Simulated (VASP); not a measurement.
Crystal: SnO.

```
Sn O
1.0
     3.10341    0.00000    0.00000
     0.00000    3.10341    0.00000
     0.00000    0.00000    3.10341
Sn O
1 1
Direct
  0.00000 0.00000 0.00000
  0.50000 0.50000 0.50000
```

The cell was built by a generator and needn't be a form met in nature.

Program: VASP 6.6.1. Alike in all runs: task single point; potentials or basis VASP PAW PBE potentials, release 64 (Sn_d, O); no spin polarisation; cell as given; cutoff (eV) 520; smearing gaussian 0.01 eV.

Problem. Order these runs on this cell by their band gap on the k mesh, lowest first.
A. level HSE06; k mesh 4 × 4 × 4; exchange at q = 0 truncated; grid for exact exchange (PRECFOCK) Normal; screening parameter 0.2079 1/A; mesh quality coarse
B. level PBE-based screened hybrid; k mesh 4 × 4 × 4; exchange at q = 0 truncated; grid for exact exchange (PRECFOCK) Normal; screening parameter 0.1; share of exact exchange 0.1; mesh quality coarse
C. level PBE; k mesh 6 × 6 × 6; mesh quality not flagged

Solution. C (0.20 eV), B (0.87 eV), A (1.15 eV).

Caveats: some runs use coarse meshes; spin-orbit coupling is left out, which moves the levels of the heavy elements.

A k mesh can miss the band edges.
